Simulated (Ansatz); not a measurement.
# Quasi-harmonic thermodynamics of AlP (F-43m), part 3 of 3

Wanted: α(T), C_P(T) and B(T) of AlP in the quasi-harmonic approximation.

Measurements to reproduce:
- heat capacity C_P per formula unit 42 J/mol/K and bulk modulus 86 GPa near room temperature (given in “High-Throughput Prediction of Finite-Temperature Properties using the Quasi-Harmonic Approximation”, 2016, arXiv:1603.06924)

Ansatz 0.2.0; DFT LDA, scalar-relativistic, plane waves, PAW.

So far, isothermal bulk modulus at 298 K (GPa): step 6 (the quasi-harmonic study, cutoff 550 eV, k-mesh 8×8×8) 86.9. The relaxed cell has a = 5.434 Å (conventional setting).

The database entry behind the starting cell differs from later determinations by our own check (0.1 to 0.3 % short, probably kX units), so it need not match the best structure at ambient conditions.

## Step 7: Phonons on strained cells, cutoff 487.2 eV, k-mesh 12×12×12 (continued)

Expansion coefficient against temperature; values in 1e-6/K:

| temperature (K) | volume | principal 1 |
| --- | --- | --- |
| 0 | 0 | 0 |
| 50 | -1.9 | -0.63 |
| 100 | -1.91 | -0.64 |
| 150 | 1.62 | 0.54 |
| 200 | 4.95 | 1.65 |
| 250 | 7.36 | 2.45 |
| 298 | 8.99 | 3 |
| 300 | 9.04 | 3.01 |
| 350 | 10.2 | 3.41 |
| 400 | 11.1 | 3.71 |
| 450 | 11.8 | 3.93 |
| 500 | 12.3 | 4.11 |
| 550 | 12.8 | 4.26 |
| 600 | 13.1 | 4.38 |
| 650 | 13.5 | 4.49 |
| 700 | 13.8 | 4.58 |
| 750 | 14.0 | 4.67 |
| 800 | 14.2 | 4.75 |

Changing the k-mesh (8×8×8 → 12×12×12) and the cutoff (550 → 487.2 eV) takes the volume expansion at 298 K from 8.99 to 8.99 × 10⁻⁶/K and B_T from 86.9 to 86.8 GPa.

## Step 8: Phonons on strained cells, cutoff 487.2 eV

The study relaxes the crystal at several strains, solves the phonons on some of them and minimises the free energy at each temperature (static energy, vibrations, the electrons in a metal, and PV under a set pressure); the q-mesh sets how far the force constants reach.

input.yaml reads:

```yaml
crystal:
  lattice:
    - [0.0, 2.7169780647, 2.7169780647]
    - [2.7169780647, 0.0, 2.7169780647]
    - [2.7169780647, 2.7169780647, 0.0]
  atoms:
    - { symbol: Al, position: [0.0, 0.0, 0.0] }
    - { symbol: P, position: [0.25, 0.25, 0.25] }
kpoints:
  mp_grid: { grid: [8, 8, 8] }
hamiltonian:
  xc: lda
scf:
  occupations: { method: fixed }
output:
  eigenvalues: true
phonons:
  method: dfpt
  qmesh: [4, 4, 4]
  temperatures: { t_max: 800.0, t_step: 50 }
  thermal_expansion: {}
```

A lower cutoff is cheaper; the question is how far the property drifts.

Launch:

```sh
ansatz run input.yaml --threads 4 --pin off --max-ram 16384MiB --backend cpu --events-out ev --progress --plain --runs-dir out
```

Numbers of over 12 decimals in the logs are rounded to 6 here.

The log of the run:

```text
[...]
Crystal: 2 atoms, lattice volume = 40.113 Å³
Basis set: ecut = 487.2 eV, 941 PW (Γ), exchange–correlation on 60×60×60 points (8 copies of the dense FFT grid, shifted against one another)
Bands: 8, of which v1, the nominal top of the filled ones, is band 4 counted from 1 (3 counted from 0)
Symmetry: 24 space group operations
[...]
800.00    3.85754    3.85754    3.85754    40.5897 |    4.74    4.74    4.74   14.23 |   12.45 |    48.816    48.491 |    81.99    82.54
[...]
vibrations' free energy: its fit passes through its cells
  the electrons' free energy at temperature is not in it: every band gap is over 0.83 eV
  free energies summed between the sampled wave vectors
[...]
band gaps on the cells' k-points are 1.360 to 1.479 eV
[key lines of the parts left out:]
SCF converged after 7 iterations
Free energy (F): -1240.042253 eV
Fermi energy:    5.004227 eV
P = ⅓ Tr σ = -0.0060 GPa (-0.060 kbar)
```

Elapsed: 2.3 min, on 4 threads of Intel Xeon Platinum 8488C (Sapphire Rapids), shared host; peak memory 0.87 GiB.

Changing the k-mesh (12×12×12 → 8×8×8) takes the volume expansion at 298 K from 8.99 to 8.98 × 10⁻⁶/K and B_T from 86.8 to 86.9 GPa.

## Step 9: Comparing the runs

Times are for 4 threads of Intel Xeon Platinum 8488C (Sapphire Rapids), shared host. The runs compared:

| no. | functional | cutoff (eV) | k-mesh | q-mesh | method | pressure (GPa) | volume expansion coefficient at 298 K (1e-6/K) | C_P at 298 K (J/mol-atom/K) | isothermal bulk modulus at 298 K (GPa) | time | memory (GiB) |
| --- | --- | --- | --- | --- | --- | --- | --- | --- | --- | --- | --- |
| 1 | lda | 550 | 8×8×8 | 4×4×4 | dfpt | 0 | 8.986 | 20.57 | 86.86 | 2.6 min | 0.94 |
| 2 | lda | 487.2 | 12×12×12 | 4×4×4 | dfpt | 0 | 8.990 | 20.57 | 86.83 | 6.7 min | 1.9 |
| 3 | lda | 487.2 | 8×8×8 | 4×4×4 | dfpt | 0 | 8.983 | 20.57 | 86.86 | 2.3 min | 0.87 |

The runs together, line volume. Expansion coefficient, volume against temperature; values in 1e-6/K:

| temperature (K) | lda, 550, 8×8×8, 4×4×4, dfpt, 0 | lda, 487.2, 12×12×12, 4×4×4, dfpt, 0 | lda, 487.2, 8×8×8, 4×4×4, dfpt, 0 |
| --- | --- | --- | --- |
| 0 | 0 | 0 | 0 |
| 50 | -1.9 | -1.9 | -1.9 |
| 100 | -1.91 | -1.91 | -1.91 |
| 150 | 1.61 | 1.62 | 1.61 |
| 200 | 4.95 | 4.95 | 4.95 |
| 250 | 7.36 | 7.36 | 7.36 |
| 298 | 8.99 | 8.99 | 8.98 |
| 300 | 9.04 | 9.04 | 9.04 |
| 350 | 10.2 | 10.2 | 10.2 |
| 400 | 11.1 | 11.1 | 11.1 |
| 450 | 11.8 | 11.8 | 11.8 |
| 500 | 12.3 | 12.3 | 12.3 |
| 550 | 12.8 | 12.8 | 12.8 |
| 600 | 13.1 | 13.1 | 13.1 |
| 650 | 13.5 | 13.5 | 13.4 |
| 700 | 13.7 | 13.8 | 13.7 |
| 750 | 14 | 14.0 | 14 |
| 800 | 14.2 | 14.2 | 14.2 |

The runs together, line C_P. The heat capacity, C_P by temperature; values in J/mol-atom/K:

| temperature (K) | lda, 550, 8×8×8, 4×4×4, dfpt, 0 | lda, 487.2, 12×12×12, 4×4×4, dfpt, 0 | lda, 487.2, 8×8×8, 4×4×4, dfpt, 0 |
| --- | --- | --- | --- |
| 0 | 0 | 0 | 0 |
| 50 | 2.93 | 2.93 | 2.93 |
| 100 | 8.46 | 8.46 | 8.46 |
| 150 | 13.3 | 13.3 | 13.3 |
| 200 | 16.8 | 16.8 | 16.8 |
| 250 | 19.1 | 19.1 | 19.1 |
| 298 | 20.6 | 20.6 | 20.6 |
| 300 | 20.6 | 20.6 | 20.6 |
| 350 | 21.6 | 21.6 | 21.6 |
| 400 | 22.4 | 22.4 | 22.4 |
| 450 | 22.9 | 22.9 | 22.9 |
| 500 | 23.3 | 23.3 | 23.3 |
| 550 | 23.6 | 23.6 | 23.6 |
| 600 | 23.8 | 23.8 | 23.8 |
| 650 | 24.0 | 24.0 | 24.0 |
| 700 | 24.2 | 24.2 | 24.2 |
| 750 | 24.3 | 24.3 | 24.3 |
| 800 | 24.4 | 24.4 | 24.4 |

## Step 10: What came out

```json
{
  "settings of these figures": "LDA, 487.2 eV, k 12×12×12, q 4×4×4",
  "volume expansion coefficient at 298 K": "8.990 1e-6/K",
  "C_P at 298 K": "20.57 J/mol-atom/K",
  "entropy at 298 K": "21.10 J/mol-atom/K",
  "isothermal bulk modulus at 298 K": "86.83 GPa",
  "Grüneisen parameter at 298 K": "0.4614",
  "volume at 298 K": "20.17 Å³/atom",
  "principal linear expansion coefficients at 298 K": "2.997, 2.997, 2.997 1e-6/K"
}
```

**Reading.** Near room temperature AlP expands by 8.99 × 10⁻⁶/K in volume by LDA, with C_P = 20.6 J/(mol K) per mole of atoms and B_T = 86.8 GPa. At low temperature the volume shrinks on warming, because modes with negative Grüneisen parameters outweigh the rest; the coefficient turns positive near 130 K. C_P at room temperature is 82 % of the classical 3R an atom, so the stiffest modes are still partly frozen out. A measured bulk modulus near room temperature is 86 GPa (arXiv:1603.06924); the calculated 86.8 GPa differs by +1 %. The table does not say whether its value is isothermal or adiabatic. A measured heat capacity per formula unit near room temperature is 42 J/mol/K (arXiv:1603.06924); the calculated 41.1 J/mol/K differs by -2 %. Changing the k-mesh and cutoff moves the volume expansion at 298 K between 8.98 and 8.99 × 10⁻⁶/K, while the CPU time spans a factor of 3.0. The interpolation has no quadrupole term, so branches near the zone centre are less sure, since this crystal has sites that are not centres of inversion. The PAW files were made for PBE and are used here under another functional, for which the program regenerates the frozen cores.

[Logs are printed without paths, hosts, clocks, repeated set-up lines and the standing remarks that a program may print on its own settings, such as how far it seeks lower states.]

[Hosts, paths, dates, database ids (printed as entryN), source tags and the programs' standing remarks are cut or masked in the printed files.]

[A step with changed settings may run another functional than the one named; its input shows which.]
